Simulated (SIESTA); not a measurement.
Crystal: BN.

```
N B
1.0
     0.00000    1.81300    1.81300
     1.81300    0.00000    1.81300
     1.81300    1.81300    0.00000
N B
1 1
Direct
  0.25000 0.25000 0.25000
  0.00000 0.00000 0.00000
```

The cell is a database's computed one.

Base run:

- Program: SIESTA 5.4.2
- Functional: PBEsol
- Potentials or basis: PseudoDojo 0.4 standard (PBEsol files)
- Basis: DZP (energy shift 0.003 Ry)
- Grid cutoff: 800 Ry
- Energy shift: 0.003 Ry
- k mesh: 13 × 13 × 13
- Occupations: fermi-dirac, width 0.05 eV
- Spin: no spin polarisation

Its results: band gap on the k mesh 4.45 eV, indirect (least direct gap 8.79 eV); pressure -2.4 GPa.

Problem. The run is repeated on the same cell with these changes: functional from PBEsol to AM05. What comes out?

Solution. Band gap on the k mesh 4.45 eV, indirect (least direct gap 8.77 eV); pressure -3.4 GPa.

Caveats: the basis of atomic orbitals isn't converged, which shifts pressures, moduli and gaps; the potentials were made for another functional, which shifts forces and pressure (some runs).

A k mesh can miss the band edges.

Not every run made on this cell is shown here.
